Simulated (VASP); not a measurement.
# CoSi (P2_13) in VASP: notebook

Runs on CoSi. Level: PBE. Tasks: single point, relaxation of cell and atoms.

Everything below comes from runs of VASP 6.6.1. Logs are shortened: lines on timing, memory, paths and dates and some standing lists are left out, and cuts for length are marked.

## (1) The crystal as given

Symmetry: P2_13, No. 198, cubic system. The conventional cell has a = 4.383 Å, b = 4.383 Å, c = 4.383 Å, α = 90.00°, β = 90.00°, γ = 90.00°. Co (site symmetry 3) is surrounded by 7 Si at 2.30 to 2.40 Å. Around Si (site symmetry 3) lie 7 Co at 2.30 to 2.40 Å.

The cell is a database's computed one.

## (2) Single point, PBE

File INCAR:

```
SYSTEM = CoSi
PREC = Accurate
ENCUT = 520
EDIFF = 1E-7
ISMEAR = 0
SIGMA = 0.1
LREAL = .FALSE.
LASPH = .TRUE.
NELM = 100
ALGO = Normal
ISIF = 2
LWAVE = .FALSE.
LCHARG = .FALSE.
GGA = PE
NBANDS = 36
```

File KPOINTS:

```
Automatic mesh
0
G
  4 4 4
  0 0 0
```

File POSCAR:

```
CoSi
1.0
    4.3831180000      0.0000000000      0.0000000000
    0.0000000000      4.3831180000      0.0000000000
    0.0000000000      0.0000000000      4.3831180000
Co Si
4 4
Direct
    0.8540970000      0.6459030000      0.3540970000
    0.6459030000      0.3540970000      0.8540970000
    0.3540970000      0.8540970000      0.6459030000
    0.1459030000      0.1459030000      0.1459030000
    0.1565390000      0.3434610000      0.6565390000
    0.3434610000      0.6565390000      0.1565390000
    0.6565390000      0.1565390000      0.3434610000
    0.8434610000      0.8434610000      0.8434610000
```

Potentials or basis: VASP PAW PBE potentials, release 64 (Co, Si).

Started as:

```sh
$ cat potpaw_PBE.64/Co/POTCAR potpaw_PBE.64/Si/POTCAR > POTCAR
$ mpirun -np 1 vasp_std > vasp.out
```

OUTCAR:

```text
SYSTEM = CoSi
   PREC = Accurate
   ENCUT = 520
   EDIFF = 1E-7
   ISMEAR = 0
   LREAL = .FALSE.
   LASPH = .TRUE.
   NELM = 100
   ISIF = 2
   GGA = PE

 ion  position               nearest neighbor table
   1  0.854  0.646  0.354-   5 2.30   6 2.31   7 2.31   8 2.31   7 2.40   6 2.40   8 2.40   2 2.70
                             2 2.70   3 2.70   4 2.70   3 2.70   4 2.70
   2  0.646  0.354  0.854-   6 2.30   5 2.31   7 2.31   8 2.31   5 2.40   8 2.40   7 2.40   1 2.70
                             1 2.70   3 2.70   3 2.70   4 2.70   4 2.70
   3  0.354  0.854  0.646-   7 2.30   6 2.31   5 2.31   8 2.31   5 2.40   8 2.40   6 2.40   1 2.70
                             4 2.70   2 2.70   2 2.70   1 2.70   4 2.70
   4  0.146  0.146  0.146-   8 2.30   6 2.31   7 2.31   5 2.31   7 2.40   6 2.40   5 2.40   2 2.70
                             3 2.70   1 2.70   3 2.70   1 2.70   2 2.70
   5  0.157  0.343  0.657-   1 2.30   2 2.31   3 2.31   4 2.31   3 2.40   2 2.40   4 2.40   8 2.71
                             6 2.71   6 2.71   8 2.71   7 2.71   7 2.71
   6  0.343  0.657  0.157-   2 2.30   1 2.31   3 2.31   4 2.31   1 2.40   4 2.40   3 2.40   8 2.71
                             5 2.71   5 2.71   7 2.71   7 2.71   8 2.71
   7  0.657  0.157  0.343-   3 2.30   2 2.31   1 2.31   4 2.31   1 2.40   4 2.40   2 2.40   8 2.71
                             8 2.71   5 2.71   6 2.71   6 2.71   5 2.71
   8  0.843  0.843  0.843-   4 2.30   2 2.31   3 2.31   1 2.31   3 2.40   2 2.40   1 2.40   5 2.71
                             6 2.71   7 2.71   7 2.71   5 2.71   6 2.71

  LATTYP: Found a simple cubic cell.
 ALAT       =     4.3831180000

  Lattice vectors:

 A1 = (   4.3831180000,   0.0000000000,   0.0000000000)
 A2 = (   0.0000000000,   4.3831180000,   0.0000000000)
 A3 = (   0.0000000000,   0.0000000000,   4.3831180000)

Analysis of symmetry for initial positions (statically):
=====================================================================
 Subroutine PRICEL returns:
 Original cell was already a primitive cell.

 Routine SETGRP: Setting up the symmetry group for a
 simple cubic supercell.

 Subroutine GETGRP returns: Found 12 space group operations
 (whereof  3 operations were pure point group operations)
 out of a pool of 48 trial point group operations.

The static configuration has the point symmetry C_3 .
 The point group associated with its full space group is T   .

Analysis of symmetry for dynamics (positions and initial velocities):
=====================================================================
 Subroutine PRICEL returns:
 Original cell was already a primitive cell.

 Routine SETGRP: Setting up the symmetry group for a
 simple cubic supercell.

 Subroutine GETGRP returns: Found 12 space group operations
 (whereof  3 operations were pure point group operations)
 out of a pool of 48 trial point group operations.

The dynamic configuration has the point symmetry C_3 .
 The point group associated with its full space group is T   .

 Subroutine INISYM returns: Found 12 space group operations
 (whereof  3 operations are pure point group operations),
 and found     1 'primitive' translations

----------------------------------------------------------------------------------------

                                     Primitive cell

  volume of cell :      84.2073

  direct lattice vectors                    reciprocal lattice vectors
     4.383118000  0.000000000  0.000000000     0.228148090  0.000000000  0.000000000
     0.000000000  4.383118000  0.000000000     0.000000000  0.228148090  0.000000000
     0.000000000  0.000000000  4.383118000     0.000000000  0.000000000  0.228148090

  length of vectors
     4.383118000  4.383118000  4.383118000     0.228148090  0.228148090  0.228148090

  position of ions in fractional coordinates (direct lattice)
     0.854097000  0.645903000  0.354097000
     0.645903000  0.354097000  0.854097000
     0.354097000  0.854097000  0.645903000
     0.145903000  0.145903000  0.145903000
     0.156539000  0.343461000  0.656539000
     0.343461000  0.656539000  0.156539000
     0.656539000  0.156539000  0.343461000
     0.843461000  0.843461000  0.843461000

  ion indices of the primitive-cell ions
   primitive index   ion index
                 1           1
                 2           2
                 3           3
                 4           4
                 5           5
                 6           6
                 7           7
                 8           8

----------------------------------------------------------------------------------------

 KPOINTS: Automatic mesh

Automatic generation of k-mesh.
 Grid dimensions read from file:
 generate k-points for:    4    4    4

 Generating k-lattice:

  Cartesian coordinates                     Fractional coordinates (reciprocal lattice)
     0.057037023  0.000000000  0.000000000     0.250000000  0.000000000  0.000000000
     0.000000000  0.057037023  0.000000000     0.000000000  0.250000000  0.000000000
     0.000000000  0.000000000  0.057037023     0.000000000  0.000000000  0.250000000

  Length of vectors
     0.057037023  0.057037023  0.057037023

  Shift w.r.t. Gamma in fractional coordinates (k-lattice)
     0.000000000  0.000000000  0.000000000

 Subroutine IBZKPT returns following result:
 ===========================================

 Found     11 irreducible k-points:

 Following reciprocal coordinates:
            Coordinates               Weight
  0.000000  0.000000  0.000000      1.000000
  0.250000  0.000000  0.000000      6.000000
  0.500000  0.000000  0.000000      3.000000
  0.250000  0.250000  0.000000     12.000000
  0.500000  0.250000  0.000000      6.000000
 -0.250000  0.500000  0.000000      6.000000
  0.500000  0.500000  0.000000      3.000000
  0.250000  0.250000  0.250000      8.000000
  0.500000  0.250000  0.250000     12.000000
  0.500000  0.500000  0.250000      6.000000
  0.500000  0.500000  0.500000      1.000000
   k-points           NKPTS =     11   k-points in BZ     NKDIM =     11   number of bands    NBANDS=     36
   number of dos      NEDOS =    301   number of ions     NIONS =      8
   total plane-waves  NPLWV =  46656
   dimension x,y,z NGX =    36 NGY =   36 NGZ =   36
   dimension x,y,z NGXF=    72 NGYF=   72 NGZF=   72
   ions per type =               4   4
   NGX,Y,Z   is equivalent  to a cutoff of  13.65, 13.65, 13.65 a.u.
   NGXF,Y,Z  is equivalent  to a cutoff of  27.31, 27.31, 27.31 a.u.
 SYSTEM =  CoSi
   PREC   = accura    normal or accurate (medium, high low for compatibility)
   ISTART =      0    job   : 0-new  1-cont  2-samecut
   ICHARG =      2    charge: 1-file 2-atom 10-const
   ISPIN  =      1    spin polarized calculation?
   LNONCOLLINEAR =      F non collinear calculations
   LSORBIT =      F    spin-orbit coupling
   LASPH  =      T    aspherical Exc in radial PAW
   ENCUT  =  520.0 eV  38.22 Ry    6.18 a.u.   8.15  8.15  8.15*2*pi/ulx,y,z
   NELM   =    100;   NELMIN=  2; NELMDL= -5     # of ELM steps
   EDIFF  = 0.1E-06   stopping-criterion for ELM
   LREAL  =      F    real-space projection
   EDIFFG = 0.1E-05   stopping-criterion for IOM
   NSW    =      0    number of steps for IOM
   IBRION =     -1    ionic relax: 0-MD 1-quasi-New 2-CG
   NFREE  =      0    steps in history (QN), initial steepest desc. (CG)
   ISIF   =      2    stress and relaxation
   ISYM   =      2    0-nonsym 1-usesym 2-fastsym
   POTIM  = 0.5000    time-step for ionic-motion
   TEBEG  =    0.0;   TEEND  =   0.0 temperature during run
   PSTRESS=    0.0 pullay stress
   NELECT =      52.0000    total number of electrons
   NUPDOWN=      -1.0000    fix difference up-down
   EMIN   =  10.00;   EMAX   =-10.00  energy-range for DOS
   EFERMI =   0.00;   METHOD = LEGACY
   ISMEAR =     0;   SIGMA  =   0.10  broadening in eV -4-tet -1-fermi 0-gaus
   EFERMI_NEDOS =   21; number of points for ismear=-14 and -15
   IALGO  =     38    algorithm
   IMIX   =      4    mixing-type and parameters
     AMIX     =   0.40;   BMIX     =  1.00
     AMIX_MAG =   1.60;   BMIX_MAG =  1.00
  volume/ion in A,a.u.               =      10.53        71.03
  Fermi-wavevector in a.u.,A,eV,Ry     =   1.394096  2.634460 26.442985  1.943505
  Thomas-Fermi vector in A             =   2.517679
   LORBIT       =      0    0 simple, 1 ext, 2 COOP (PROOUT), +10 PAW based schemes
   GGA     = PE    functional components
   LHFCALC =     F    Hartree Fock is set to
   AEXX    =    0.0000 exact exchange contribution
   IVDW    =     0    specifies the selected vdW correction
   LEPSILON=     F    determine dielectric tensor
   LRPA    =     F    only Hartree local field effects (RPA)
 non-spin polarized calculation
 Gauss-broadening in eV      SIGMA  =   0.10
  energy-cutoff  :      520.00
  volume of cell :       84.21
 maximum number of plane-waves:      2301
 NGX is ok and might be reduce to    36
   NGX = 17   NGY = 17   NGZ = 17

 number of electron      51.9999987 magnetization

 Free energy of the ion-electron system (eV)
  ---------------------------------------------------
  ext. energy  EPLUGINS =         0.00000000
  ---------------------------------------------------
  free energy    TOTEN  =       -54.69806602 eV

  energy without entropy =      -54.69022879  energy(sigma->0) =      -54.69414740

 E-fermi :  12.6241     XC(G=0): -13.0322

 val. band max:       12.6128768661   @ k =   0.0000   0.0000   0.0000
 cond. band min:      12.8915606573   @ k =   0.5000   0.5000   0.2500
 fundamental gap:      0.2786837912
 Fermi energy:        12.6241047050

 k-point     1 :       0.0000    0.0000    0.0000
  band No.  band energies     occupation
      1      -1.3337      2.00000
      2       4.2766      2.00000
      3       4.2766      2.00000
      4       4.2766      2.00000
      5       6.9807      2.00000
      6       6.9807      2.00000
[... 28 lines left out ...]
     35      16.3087      0.00000
     36      17.5727      0.00000
[... 359 lines left out ...]
      6       5.5108      2.00000
[... 28 lines left out ...]
     35      18.5586      0.00000
     36      18.5586      0.00000

------------------------ aborting loop because EDIFF is reached ----------------------------------------

  FORCE on cell =-STRESS in cart. coord.  units (eV):
  Direction    XX          YY          ZZ          XY          YZ          ZX
  --------------------------------------------------------------------------------------
  -------------------------------------------------------------------------------------
  Total        3.9993328      3.9993328      3.9993328      0.0000000      0.0000000      0.0000000
  in kB       76.0936882     76.0936882     76.0936882      0.0000000      0.0000000      0.0000000
  external PRESSURE =      76.0936882 kB  Pullay stress =       0.0000000 kB

 VOLUME and BASIS-vectors are now :
 -----------------------------------------------------------------------------
  energy-cutoff  :      520.00
  volume of cell :       84.21
      direct lattice vectors                 reciprocal lattice vectors
     4.383118000  0.000000000  0.000000000     0.228148090  0.000000000  0.000000000
     0.000000000  4.383118000  0.000000000     0.000000000  0.228148090  0.000000000
     0.000000000  0.000000000  4.383118000     0.000000000  0.000000000  0.228148090

 POSITION                                       TOTAL-FORCE (eV/Angst)
 -----------------------------------------------------------------------------------
      3.74361      2.83107      1.55205        -0.010127      0.010127     -0.010127
      2.83107      1.55205      3.74361         0.010127     -0.010127     -0.010127
      1.55205      3.74361      2.83107        -0.010127     -0.010127      0.010127
      0.63951      0.63951      0.63951         0.010127      0.010127      0.010127
      0.68613      1.50543      2.87769        -0.011297      0.011297     -0.011297
      1.50543      2.87769      0.68613         0.011297     -0.011297     -0.011297
      2.87769      0.68613      1.50543        -0.011297     -0.011297      0.011297
      3.69699      3.69699      3.69699         0.011297      0.011297      0.011297
 -----------------------------------------------------------------------------------
    total drift:                                0.000000      0.000000      0.000000

  FREE ENERGIE OF THE ION-ELECTRON SYSTEM (eV)
  ---------------------------------------------------
  free  energy   TOTEN  =       -54.6980660208 eV

  energy  without entropy=      -54.6902287856  energy(sigma->0) =      -54.69414740
```

Run time: 26 s. Hardware: 1 thread of AMD EPYC 9R45 (Zen 5), shared host; peak memory 0.17 GiB.

What came out:

```yaml
Free_energy: -54.6981 eV
Pressure: 7.6 GPa
Largest_force: 0.020 eV/Å
Band_gap_on_the_k_mesh: none (metal or under the smearing width)
```

Forces in eV/Å, atoms in the order of the input:
```
Co  -0.010  0.010 -0.010
Co   0.010 -0.010 -0.010
Co  -0.010 -0.010  0.010
Co   0.010  0.010  0.010
Si  -0.011  0.011 -0.011
Si   0.011 -0.011 -0.011
Si  -0.011 -0.011  0.011
Si   0.011  0.011  0.011
```

Levels at points of the mesh, in eV from the Fermi level:
| k point | band 22 | band 23 | band 24 | band 25 | band 26 | band 27 | band 28 | band 29 | band 30 | band 31 |
| --- | --- | --- | --- | --- | --- | --- | --- | --- | --- | --- |
| (0.00, 0.00, 0.00) | -0.96 | -0.82 | -0.82 | -0.01 | -0.01 | -0.01 | 2.63 | 2.63 | 2.63 | 3.00 |
| (0.50, 0.00, 0.00) | -1.09 | -0.68 | -0.68 | -0.51 | -0.51 | 1.04 | 1.04 | 1.59 | 1.59 | 4.38 |
| (0.50, 0.50, 0.00) | -1.55 | -1.05 | -1.05 | -0.05 | -0.05 | 0.62 | 0.62 | 2.12 | 2.12 | 2.61 |
| (0.50, 0.50, 0.50) | -1.28 | -1.28 | -1.28 | -0.24 | -0.24 | -0.24 | -0.24 | 5.62 | 5.62 | 5.62 |

Spin polarisation is off, so any magnetic state and its effect on volume and gap are missing.

## (3) Single point, PBE

This run uses another cell than the first one, of 10.86 Å³/atom, 1.032 times its volume.

File INCAR:

```
PREC = Accurate
ENCUT = 520
EDIFF = 1E-7
ISMEAR = 0
SIGMA = 0.1
LREAL = F
LASPH = T
NELM = 100
ALGO = Normal
ISIF = 2
LWAVE = F
LCHARG = T
GGA = PE
LELF = T
LVHAR = T
NBANDS = 36
```

File KPOINTS:

```
regular mesh
0
Gamma
  4 4 4
```

File POSCAR:

```
CoSi
1.0
    4.4289187383      0.0000000000      0.0000000000
    0.0000000000      4.4289187383      0.0000000000
    0.0000000000      0.0000000000      4.4289187383
Co Si
4 4
Direct
    0.8545667775      0.6454332225      0.3545667775
    0.6454332225      0.3545667775      0.8545667775
    0.3545667775      0.8545667775      0.6454332225
    0.1454332225      0.1454332225      0.1454332225
    0.1567025104      0.3432974896      0.6567025104
    0.3432974896      0.6567025104      0.1567025104
    0.6567025104      0.1567025104      0.3432974896
    0.8432974896      0.8432974896      0.8432974896
```

Potentials or basis: VASP PAW PBE potentials, release 64 (Co, Si).

Started as:

```sh
$ cat potpaw_PBE.64/Co/POTCAR potpaw_PBE.64/Si/POTCAR > POTCAR
$ mpirun -np 1 vasp_std > vasp.out
```

It took 30 s on 1 thread of AMD EPYC 9R45 (Zen 5), shared host; peak memory 0.17 GiB.

It converged, with:

| Quantity | Value |
| --- | --- |
| Free energy | -54.7606 eV |
| Pressure | 0.1 GPa |
| Largest force | 0.018 eV/Å |
| Band gap on the k mesh | none (metal or under the smearing width) |

Forces in eV/Å, atoms in the order of the input:
```
Co   0.010 -0.010  0.010
Co  -0.010  0.010  0.010
Co   0.010  0.010 -0.010
Co  -0.010 -0.010 -0.010
Si   0.002 -0.002  0.002
Si  -0.002  0.002  0.002
Si   0.002  0.002 -0.002
Si  -0.002 -0.002 -0.002
```

Levels at points of the mesh, in eV from the Fermi level:
| k point | band 23 | band 24 | band 25 | band 26 | band 27 | band 28 | band 29 | band 30 |
| --- | --- | --- | --- | --- | --- | --- | --- | --- |
| (0.00, 0.00, 0.00) | -0.79 | -0.79 | -0.02 | -0.02 | -0.02 | 2.49 | 2.49 | 2.49 |
| (0.50, 0.00, 0.00) | -0.65 | -0.65 | -0.49 | -0.49 | 1.00 | 1.00 | 1.48 | 1.48 |
| (0.50, 0.50, 0.00) | -1.00 | -1.00 | -0.04 | -0.04 | 0.58 | 0.58 | 2.00 | 2.00 |
| (0.50, 0.50, 0.50) | -1.23 | -1.23 | -0.23 | -0.23 | -0.23 | -0.23 | 5.40 | 5.40 |

(Part 1 of 2 ends here.)
